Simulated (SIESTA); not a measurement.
C under changes of volume

One of the cells (5.672 Å³/atom); the others are scaled copies at fixed shape and fractional positions:

```
C
1.0
     2.52210    0.00000    0.00000
    -1.26105    2.18420    0.00000
     0.00000    0.00000   12.35570
C
12
Direct
  0.66667 0.33333 0.35417
  0.33333 0.66667 0.85417
  0.66667 0.33333 0.14583
  0.33333 0.66667 0.64583
  0.66667 0.33333 0.47917
  0.33333 0.66667 0.97917
  0.66667 0.33333 0.02083
  0.33333 0.66667 0.52083
  0.00000 0.00000 0.81250
  0.00000 0.00000 0.31250
  0.00000 0.00000 0.68750
  0.00000 0.00000 0.18750
```

This is a hexagonal form of diamond, not graphite.

```yaml
Program: SIESTA 5.4.2
Functional: LDA
Potentials_or_basis: PseudoDojo 0.4 standard (LDA files)
Basis: DZP (energy shift 0.003 Ry)
Grid_cutoff: 500 Ry
Energy_shift: 0.003 Ry
k_mesh: 9 × 9 × 2
Occupations: fermi-dirac, width 0.05 eV
Spin: no spin polarisation
```

| volume (Å³/atom) | energy over the lowest point (meV/atom) | pressure (GPa) | gap on the mesh (eV) | largest force (eV/Å) |
| --- | --- | --- | --- | --- |
| 5.332 | ? | ? | ? | ? |
| 5.445 | 9.49 | 16.7 | 4.61 | 0.375 |
| 5.559 | 1.30 | 6.5 | 4.55 | 0.363 |
| 5.672 | 0.00 | -2.7 | 4.49 | 0.352 |
| 5.786 | 4.97 | -11.2 | 4.43 | 0.341 |
| 5.899 | 15.71 | -19.0 | 4.37 | 0.329 |
| 6.012 | 31.73 | -26.1 | 4.31 | 0.318 |

What does the run at 5.332 Å³/atom give?

Energy over the lowest point 25.21 meV/atom; pressure 27.8 GPa; gap on the mesh 4.67 eV; largest force 0.388 eV/Å.

Worked out: A Birch-Murnaghan fit of order 3 (a polynomial in V^(-2/3)) to the other rows has its minimum at 5.64 Å³/atom with B0 = V·E''(V) = 452 GPa and B' = 3.0 at fixed shape and positions, which overstates the stiffness. It gives 24.97 meV/atom at 5.332 Å³/atom, against the run's 25.21, and -dE/dV = 27.4 GPa, against 27.8. A straight line through the other rows of the gap, of slope -3.03 eV per unit of ln V, extrapolates to 4.68 eV, against the run's 4.67.

Energies are extrapolated to zero smearing.

Caveats: an odd mesh through Γ misses points on the zone boundary, where band edges often lie; the basis of atomic orbitals isn't converged, which shifts pressures, moduli and gaps.
